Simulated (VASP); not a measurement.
# CdS (Hawleyite) (F-43m) in VASP: notebook, part 2 of 2

VASP 6.6.1. Earlier steps stand in the parts before.

## Step 3: Single point, PBEsol, spin-orbit coupling, no magnetisation

Contents of INCAR:

```
ALGO = Normal ; EDIFF = 1E-5
ENCUT = 350 ; GGA = PS
GGA_COMPAT = False ; ISIF = 2
ISMEAR = 0 ; LASPH = True
LCHARG = False ; LNONCOLLINEAR = True
LORBIT = 11 ; LREAL = False
LSORBIT = True ; LWAVE = False
MAGMOM = 0 0 0 0 0 0 ; NBANDS = 34
NELM = 100 ; PREC = Accurate
SIGMA = 0.02
```

Contents of KPOINTS:

```
k-points
0
Gamma
  7 7 7
```

Contents of POSCAR:

```
CdS
1.0
    0.0000000000      2.9165000000      2.9165000000
    2.9165000000      0.0000000000      2.9165000000
    2.9165000000      2.9165000000      0.0000000000
Cd S
1 1
Direct
    0.0000000000      0.0000000000      0.0000000000
    0.7500000000      0.7500000000      0.7500000000
```

Potentials or basis: VASP PAW PBE potentials, release 64 (Cd, S).

On the command line:

```
cat potpaw_PBE.64/Cd/POTCAR potpaw_PBE.64/S/POTCAR > POTCAR
mpirun -np 1 vasp_ncl > vasp.out
```

OUTCAR:

```text
EDIFF = 1E-5
   ENCUT = 350
   GGA = PS
   ISIF = 2
   ISMEAR = 0
   LASPH = True
   LNONCOLLINEAR = True
   LORBIT = 11
   LREAL = False
   LSORBIT = True
   NELM = 100
   PREC = Accurate

 Found     30 irreducible k-points:

 Following reciprocal coordinates:
            Coordinates               Weight
  0.000000  0.000000  0.000000      1.000000
  0.142857  0.000000  0.000000      4.000000
 -0.142857  0.000000  0.000000      4.000000
  0.285714  0.000000  0.000000      4.000000
 -0.285714  0.000000  0.000000      4.000000
  0.428571  0.000000  0.000000      4.000000
   k-points           NKPTS =     30   k-points in BZ     NKDIM =     30   number of bands    NBANDS=     34
   number of dos      NEDOS =    301   number of ions     NIONS =      2
   total plane-waves  NPLWV =  21952
   dimension x,y,z NGX =    28 NGY =   28 NGZ =   28
   dimension x,y,z NGXF=    56 NGYF=   56 NGZF=   56
   ions per type =               1   1
   NGX,Y,Z   is equivalent  to a cutoff of  11.29, 11.29, 11.29 a.u.
   NGXF,Y,Z  is equivalent  to a cutoff of  22.57, 22.57, 22.57 a.u.
 SYSTEM =  unknown system
   PREC   = accura    normal or accurate (medium, high low for compatibility)
   ISTART =      0    job   : 0-new  1-cont  2-samecut
[... 318 lines left out ...]
     0.0000000     0.0000000     0.0000000     0.0000000     0.0000000     0.0000000     0.0000000
     0.0000000     0.0000000     0.0000000     0.0000000     0.0000000     0.0000000     0.0000000
     0.0000000     0.0000000     0.0000000     0.0000000     0.0000000     0.0000000     0.0000000
     0.0000000     0.0000000     0.0000000     0.0000000     0.0000000     0.0000000     0.0000000

 Ion:    2  E_soc:     -0.0021345
 l=   1
     0.0000000    -0.0003558    -0.0003558
    -0.0003558     0.0000000    -0.0003558
    -0.0003558    -0.0003558     0.0000000
 l=   2
     0.0000000     0.0000000     0.0000000     0.0000000     0.0000000
     0.0000000     0.0000000     0.0000000     0.0000000     0.0000000
     0.0000000     0.0000000     0.0000000     0.0000000     0.0000000
     0.0000000     0.0000000     0.0000000     0.0000000     0.0000000
     0.0000000     0.0000000     0.0000000     0.0000000     0.0000000
 l=   3
     0.0000000     0.0000000     0.0000000     0.0000000     0.0000000     0.0000000     0.0000000
     0.0000000     0.0000000     0.0000000     0.0000000     0.0000000     0.0000000     0.0000000
     0.0000000     0.0000000     0.0000000     0.0000000     0.0000000     0.0000000     0.0000000
     0.0000000     0.0000000     0.0000000     0.0000000     0.0000000     0.0000000     0.0000000
     0.0000000     0.0000000     0.0000000     0.0000000     0.0000000     0.0000000     0.0000000
     0.0000000     0.0000000     0.0000000     0.0000000     0.0000000     0.0000000     0.0000000
     0.0000000     0.0000000     0.0000000     0.0000000     0.0000000     0.0000000     0.0000000

 total charge

# of ion       s       p       d       tot
------------------------------------------
    1        0.432   0.333   9.544  10.309
    2        1.318   2.373   0.000   3.691
--------------------------------------------------
tot          1.750   2.706   9.544  14.000

 magnetization (x)

# of ion       s       p       d       tot
------------------------------------------
    1       -0.000  -0.000   0.000  -0.000
    2        0.000  -0.000   0.000  -0.000
--------------------------------------------------
tot         -0.000  -0.000   0.000  -0.000

 magnetization (y)

# of ion       s       p       d       tot
------------------------------------------
    1       -0.000  -0.000   0.000  -0.000
    2        0.000  -0.000   0.000  -0.000
--------------------------------------------------
tot         -0.000  -0.000   0.000  -0.000

 magnetization (z)

# of ion       s       p       d       tot
------------------------------------------
    1       -0.000  -0.000  -0.000  -0.000
    2        0.000  -0.000   0.000  -0.000
--------------------------------------------------
tot         -0.000  -0.000  -0.000  -0.000
```

OSZICAR:

```text
N       E                     dE             d eps       ncg     rms          rms(c)
DAV:   1     0.985349794361E+02    0.98535E+02   -0.68311E+03  2128   0.708E+02
DAV:   2    -0.253429773993E+01   -0.10107E+03   -0.96407E+02  2334   0.227E+02
DAV:   3    -0.730462365927E+01   -0.47703E+01   -0.47390E+01  2466   0.506E+01
DAV:   4    -0.734053319792E+01   -0.35910E-01   -0.35897E-01  2326   0.424E+00
DAV:   5    -0.734097928764E+01   -0.44609E-03   -0.44607E-03  2394   0.451E-01    0.804E+00
DAV:   6    -0.686047706543E+01    0.48050E+00   -0.57794E-01  2832   0.113E+01    0.640E+00
DAV:   7    -0.684349361387E+01    0.16983E-01   -0.21709E-01  2426   0.301E+00    0.307E+00
DAV:   8    -0.684083258055E+01    0.26610E-02   -0.22332E-02  2362   0.177E+00    0.392E-01
DAV:   9    -0.684008866629E+01    0.74391E-03   -0.21897E-03  2366   0.719E-01    0.204E-01
DAV:  10    -0.684018470641E+01   -0.96040E-04   -0.46521E-04  2244   0.166E-01    0.661E-02
DAV:  11    -0.684021408598E+01   -0.29380E-04   -0.16015E-04  2382   0.171E-01    0.396E-02
DAV:  12    -0.684022288744E+01   -0.88015E-05   -0.35548E-05  2180   0.576E-02
   1 F= -.68402229E+01 E0= -.68402229E+01  d E =-.237216E-35  mag=    -0.0000    -0.0000     0.0000
```

Run time: 42 s. Hardware: 1 thread of Intel Xeon Platinum 8559C (Emerald Rapids), shared host; peak memory 0.25 GiB.

The run converged, but some of its settings lie outside the range that counts as converged, so its numbers aren't taken as properties of the crystal.

Results:

```
Free energy                                           : -6.8402 eV
Pressure                                              : -0.3 GPa
Valence electrons inside the program's atomic spheres : Cd 10.31; S 3.69
```

Caveat: the PAW data sets were made with another functional, which shifts forces and pressure a little.

## Step 4: Single point, PBEsol, spin-orbit coupling, no magnetisation

Contents of INCAR:

```
ALGO = Normal ; EDIFF = 1E-7
ENCUT = 350 ; GGA = PS
GGA_COMPAT = False ; ISIF = 2
ISMEAR = 0 ; LASPH = True
LCHARG = False ; LNONCOLLINEAR = True
LORBIT = 11 ; LREAL = Auto
LSORBIT = True ; LWAVE = False
MAGMOM = 0 0 0 0 0 0 ; NBANDS = 34
NELM = 100 ; PREC = Accurate
SIGMA = 0.02
```

KPOINTS is that of step 3.

POSCAR is that of step 3.

On the command line:

```
cat potpaw_PBE.64/Cd/POTCAR potpaw_PBE.64/S/POTCAR > POTCAR
mpirun -np 1 vasp_ncl > vasp.out
```

It took 98 s on 1 thread of Intel Xeon Platinum 8559C (Emerald Rapids), shared host; peak memory 0.25 GiB.

These settings aren't checked as converged: the numbers below hold their error.

What came out:

| Item | Value |
| --- | --- |
| Free energy | -6.8411 eV |
| Pressure | -0.3 GPa |
| Valence electrons inside the program's atomic spheres | Cd 10.31; S 3.69 |

Caveat: the PAW data sets were made with another functional, which shifts forces and pressure a little.

## Step 5: Single point, PBEsol, spin-orbit coupling, no magnetisation

INCAR, as its differences from that of step 4:

```diff
@@ -5,3 +5,3 @@
 LCHARG = False ; LNONCOLLINEAR = True
-LORBIT = 11 ; LREAL = Auto
+LORBIT = 11 ; LREAL = False
 LSORBIT = True ; LWAVE = False
@@ -9,2 +9,2 @@
 NELM = 100 ; PREC = Accurate
-SIGMA = 0.02
+SIGMA = 0.2
```

KPOINTS is that of step 4.

POSCAR is that of step 4.

On the command line:

```
cat potpaw_PBE.64/Cd/POTCAR potpaw_PBE.64/S/POTCAR > POTCAR
mpirun -np 1 vasp_ncl > vasp.out
```

Run time: 53 s. Hardware: 1 thread of Intel Xeon Platinum 8559C (Emerald Rapids), shared host; peak memory 0.25 GiB.

The run converged, but some of its settings lie outside the range that counts as converged, so its numbers aren't taken as properties of the crystal.

What came out:

| Item | Value |
| --- | --- |
| Free energy | -6.8402 eV |
| Pressure | -0.3 GPa |
| Valence electrons inside the program's atomic spheres | Cd 10.31; S 3.69 |

Caveat: the PAW data sets were made with another functional, which shifts forces and pressure a little.

## Step 6: Single point, PBEsol, spin-orbit coupling, no magnetisation

INCAR, as its differences from that of step 5:

```diff
@@ -1,3 +1,3 @@
 ALGO = Normal ; EDIFF = 1E-7
-ENCUT = 350 ; GGA = PS
+ENCUT = 300 ; GGA = PS
 GGA_COMPAT = False ; ISIF = 2
@@ -9,2 +9,2 @@
 NELM = 100 ; PREC = Accurate
-SIGMA = 0.2
+SIGMA = 0.02
```

Contents of KPOINTS:

```
k-points
0
Gamma
  8 8 8
```

POSCAR is that of step 5.

Potentials or basis: VASP PAW PBE potentials, release 64 (Cd, S).

On the command line:

```
cat potpaw_PBE.64/Cd/POTCAR potpaw_PBE.64/S/POTCAR > POTCAR
mpirun -np 1 vasp_ncl > vasp.out
```

Run time: 50 s. Hardware: 1 thread of Intel Xeon Platinum 8559C (Emerald Rapids), shared host; peak memory 0.21 GiB.

The run converged, but some of its settings lie outside the range that counts as converged, so its numbers aren't taken as properties of the crystal.

Results:

| Property | Result |
| --- | --- |
| Free energy | -6.8386 eV |
| Valence electrons inside the program's atomic spheres | Cd 10.30; S 3.70 |

Caveat: the cutoff is under 1.25 times the usual one of these potentials, so pressure, stress and relaxed cells hold a basis-set (Pulay) error; the PAW data sets were made with another functional, which shifts forces and pressure a little.

## Step 7: The reference run

An earlier run on the cell as given: functional PBE; potentials or basis VASP PAW PBE potentials, release 64 (Cd, S); cutoff 520 eV; k mesh 8 × 8 × 8; occupations fermi-dirac, width 0.05 eV; no spin polarisation.

- Pressure: 3.2 GPa
- Band gap on the k mesh: 1.15 eV, direct
